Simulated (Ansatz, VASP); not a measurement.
# One calculation of Si3Mo, two programs

```
Si Mo
1.0
     0.00000    3.06257    3.06257
     3.06257    0.00000    3.06257
     3.06257    3.06257    0.00000
Si Mo
3 1
Direct
  0.25000 0.25000 0.25000
  0.50000 0.50000 0.50000
  0.75000 0.75000 0.75000
  0.00000 0.00000 0.00000
```

Change from the starting cell: species swapped into the Li3Mg type (Fm-3m, No. 225).

Alike in both runs: task relaxation of cell and atoms; functional PBE; k mesh 6 × 6 × 6; occupations gaussian, width 0.1 eV; no spin polarisation.

```csv
,VASP,Ansatz
version,VASP 6.6.1,Ansatz 0.2.0
potentials or method,"VASP PAW PBE potentials, release 64 (Si, Mo_sv)","scalar-relativistic, plane waves, PAW"
plane-wave cutoff (eV),600,420
valence electrons in the cell,26,26
```

|  | VASP | Ansatz | Ansatz less VASP |
| --- | --- | --- | --- |
| gap on the k mesh at the Fermi level, each at its own relaxed structure (eV) | none | none | - |
| relaxed volume (Å³/atom) | 14.13 | 14.13 | -0.003 |
| relaxed cell length with the largest relative difference (Å) | 4.308 | 4.308 | -0.0003 |
| energy change over the relaxation (meV/atom) | -2 | -2 | 0.0 |

A gap of «none» marks a metal or a gap that the smearing closes.
